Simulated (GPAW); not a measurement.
Runs of GPAW 26.7.0 on BeS. Symmetry: F-43m, No. 216, cubic system. Conventional cell: a = 4.850 Å, b = 4.850 Å, c = 4.850 Å, α = 90.00°, β = 90.00°, γ = 90.00°. S (site symmetry -43m) has 4 Be at 2.10 Å as nearest neighbours. Be (site symmetry -43m) has 4 S at 2.10 Å as nearest neighbours. 

| task | level | potentials or basis | band path | band points | gap on the mesh (eV) | pressure (GPa) | V0 of scaled cells (Å³/atom) | B0 (GPa) |
| --- | --- | --- | --- | --- | --- | --- | --- | --- |
| equation of state | LDA | the program's PAW data sets (release 1.2.1) made for this functional, pw | - | - | - | - | 13.88 | (b) |
| single point | PBEsol | PAW data sets generated in the run's folder for this functional, pw | - | - | 3.02 | -0.7 | - | - |
| band structure | LDA | the program's PAW data sets (release 1.2.1) made for this functional, pw | GXWKGLUWLK,UX | 60 | (a) | -2.6 | - | - |
| equation of state | PBEsol | PAW data sets generated in the run's folder for this functional, pw | - | - | - | - | 14.16 | 97 |
| band structure | PBEsol | PAW data sets generated in the run's folder for this functional, pw | GXWKGLUWLK,UX | 60 | 3.02 | -0.7 | - | - |

Alike in all rows: no spin polarisation; cell as given; k mesh 9 × 9 × 9; cutoff (eV) 800; smearing fermi-dirac 0.05 eV.

Q: Fill in the values left out.

A: (a) 2.99; (b) 102.

Caveats: the mesh misses the band edges, which the band path finds closer together (some runs); an odd mesh through Γ misses points on the zone boundary, where band edges often lie (some runs).
